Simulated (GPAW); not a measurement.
# Ge: wannier90 with r2SCAN

Ge:

```
Ge
1.0
     2.71047    0.00000    0.00000
     0.00000    2.71047    0.00000
     0.00000    0.00000    2.71047
Ge
1
Cartesian
  0.0000 0.0000 0.0000
```

The cell was built by a generator and needn't be a form met in nature.

```yaml
Program: GPAW 26.7.0
Task: wannier90
Functional: r2SCAN
Potentials_or_basis: GPAW PAW data sets (gpaw-data 1.2.1)
Cutoff: 600 eV
Basis: pw
k_mesh: 10 × 10 × 10
Occupations: fermi-dirac, width 0.05 eV
Spin: no spin polarisation
Maxiter: 150
k_mesh_for_the_Wannier_functions: 6 × 6 × 6
Dis_froz_max: 3
Extra_bands: 4
Num_iter: 0
Band_path: GXMGRX,MR
Wannier_code: Wannier90 3.1.0
```

- Pressure: -3.3 GPa
- Band gap on the k mesh: none (metal or under the smearing width)
- Total Wannier spread: 7.11 Å² over 4 functions

Levels at the corners of the path, in eV from the Fermi level:
| point | band 1 | band 2 | band 3 | band 4 |
| --- | --- | --- | --- | --- |
| Γ | -13.30 | 7.01 | 7.01 | 7.01 |
| X | -9.42 | -5.79 | 10.01 | 10.01 |
| M | -5.20 | -2.67 | -2.67 | 3.64 |
| Γ | -13.30 | 7.01 | 7.01 | 7.01 |
| R | -0.23 | 0.30 | 0.30 | 0.30 |
| X | -9.42 | -5.79 | 10.01 | 10.01 |
| M | -5.20 | -2.67 | -2.67 | 3.64 |
| R | -0.23 | 0.30 | 0.30 | 0.30 |

Wannier centres (Å) and spreads (Å²):
```
function      x      y      z  spread
       1  0.000  0.000  0.000   1.398
       2  0.000  0.000  0.000   1.904
       3  0.000  0.000  0.000   1.904
       4  0.000  0.000  0.000   1.905
```

Run time: 84 s on 1 thread of Intel(R) Xeon(R) Platinum 8375C CPU @ 2.90GHz (Ice Lake) (shared host), peak memory 0.33 GiB.

Caveat: the Wannier interpolation is poor; the PAW data sets were made with another functional, which shifts forces and pressure a little.
